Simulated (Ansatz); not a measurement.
Write the native input for Ansatz 0.2.0 that does the following.

- Task: single point
- Functional: PBE
- Potentials or basis: all-electron LAPW, scalar-relativistic
- Cutoff: 315 eV (chosen from the basis error)
- Basis error allowed: 0.001 eV/atom
- k mesh: 12 × 12 × 7
- Occupations: gaussian, width 0.027 eV
- Spin: collinear spin, ferromagnetic start
- Starting moments: [2.0, 2.0] μB

The system is Co.

```
Co
1.0
     2.47200    0.00000    0.00000
    -1.23600    2.14081    0.00000
     0.00000    0.00000    4.02114
Co
2
Direct
  0.66667 0.33333 0.75000
  0.33333 0.66667 0.25000
```

These files were run (other wordings do the same):

input.yaml

```yaml
crystal:
  lattice:
    - [2.4719999032, 0.0, 0.0]
    - [-1.2359999516, 2.1408147143, 0.0]
    - [0.0, 0.0, 4.02114408]
  atoms:
    - { symbol: Co, position: [0.6666666667, 0.3333333333, 0.75], spin: 2.0 }
    - { symbol: Co, position: [0.3333333333, 0.6666666667, 0.25], spin: 2.0 }
kpoints:
  mp_grid: { grid: [12, 12, 7] }
scf:
  occupations: { method: gaussian, width: 0.027 }
hamiltonian:
  xc: pbe
  pseudopotentials: { kind: all_electron, lapw: { basis_error: 0.001 } }
magnetization:
  spin_polarized: true
output:
  forces: true
  stress: true
  eigenvalues: true
```

Potentials or basis: all-electron LAPW, scalar-relativistic.

The run is started by

```bash
$ ansatz run input.yaml --threads 2 --pin off --max-ram 6144MiB --backend cpu --events-out ev --progress --plain --runs-dir out
```

It gave:

The pressure is 4.6 GPa and the band gap on the k mesh is none (metal or under the smearing width). The net moment is 3.21 μB per cell and the absolute moment is 3.53 μB per cell. The site moments are Co +1.66 μB.

It took 21 s on 2 threads of Arm Neoverse V1 (shared host), peak memory 0.52 GiB.
